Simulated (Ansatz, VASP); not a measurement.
**One calculation of SiC4, two programs**

```
CELL_PARAMETERS angstrom
3.11441 0.00000 0.00000
0.00000 3.11441 0.00000
0.00000 0.00000 3.96938
ATOMIC_POSITIONS crystal
Si 0.50000 0.50000 0.10156
C 0.00000 0.50000 0.78348
C 0.50000 0.00000 0.78348
C 0.00000 0.50000 0.41967
C 0.50000 0.00000 0.41967
```

Alike in both runs: functional PBE; k mesh 4 × 4 × 4; occupations gaussian, width 0.1 eV; no spin polarisation.

Ansatz relaxed the structure, and its values are those at the end. VASP's run is a single point on that final structure, the one shown.

|  | VASP | Ansatz |
| --- | --- | --- |
| version | VASP 6.6.1 | Ansatz 0.2.0 |
| potentials or method | VASP PAW PBE potentials, release 64 (Si, C) | scalar-relativistic, plane waves, PAW |
| plane-wave cutoff (eV) | 520 | 420 |
| valence electrons in the cell | 20 | 20 |

|  | VASP | Ansatz | Ansatz less VASP |
| --- | --- | --- | --- |
| gap on the k mesh at the Fermi level (eV) | none | none | - |
| pressure (GPa) | -0.1 | -0.1 | -0.09 |
| rms of the force components (eV/Å) | 0.046 | 0.015 | -0.0313 |

A gap of «none» marks a metal or a gap that the smearing closes. With one functional, cell and mesh, what is left measures potentials, basis and numerics.

Caveats: the k mesh is coarse (spacing up to 0.50 Å⁻¹), so the values aren't converged.
